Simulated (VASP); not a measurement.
CsI: single point with PBE

Crystal: CsI.

```
Cs I
1.0
     4.66602    0.00000    0.00000
     0.00000    4.66602    0.00000
     0.00000    0.00000    4.66602
Cs I
1 1
Direct
  0.00000 0.00000 0.00000
  0.50000 0.50000 0.50000
```

The cell isn't the ideal one: cell and atoms relaxed tightly for response.

- Program: VASP 6.6.1
- Task: single point
- Functional: PBE
- Potentials or basis: VASP PAW PBE potentials, release 64 (Cs_sv, I)
- Cutoff: 520 eV
- k mesh: 6 × 6 × 6
- Occupations: gaussian, width 0.01 eV
- Spin: no spin polarisation
- Dipole correction: no
- Further INCAR settings: ALGO = Normal; EDIFF = 1e-06; NBANDS = 15

The pressure is 0.0 GPa. The band gap on the k mesh is 3.68 eV, indirect (least direct gap 3.77 eV).

Levels at points of the mesh, in eV from the valence-band top:
```
           k point  band 4  band 5  band 6  band 7  band 8  band 9  band 10  band 11  band 12  band 13
(0.00, 0.00, 0.00)   -7.19   -7.19   -0.10   -0.10   -0.10    3.68     4.27     4.27     7.62     7.62
(0.50, 0.00, 0.00)   -7.14   -7.14   -1.41   -0.21   -0.21    5.21     6.22     6.44     6.85     7.69
(0.50, 0.50, 0.00)   -7.48   -7.11   -0.81   -0.81    0.00    4.25     4.89     6.08     6.08     9.21
(0.50, 0.50, 0.50)   -7.40   -7.40   -1.16   -1.16   -1.16    6.97     6.97     6.97     7.57     7.57
```

Run time: 19 s on 1 thread of Intel(R) Xeon(R) Platinum 8488C (Sapphire Rapids) (shared host), peak memory 0.21 GiB.

Caveat: spin-orbit coupling is left out, which moves the levels of the heavy elements. A k mesh can miss the band edges.
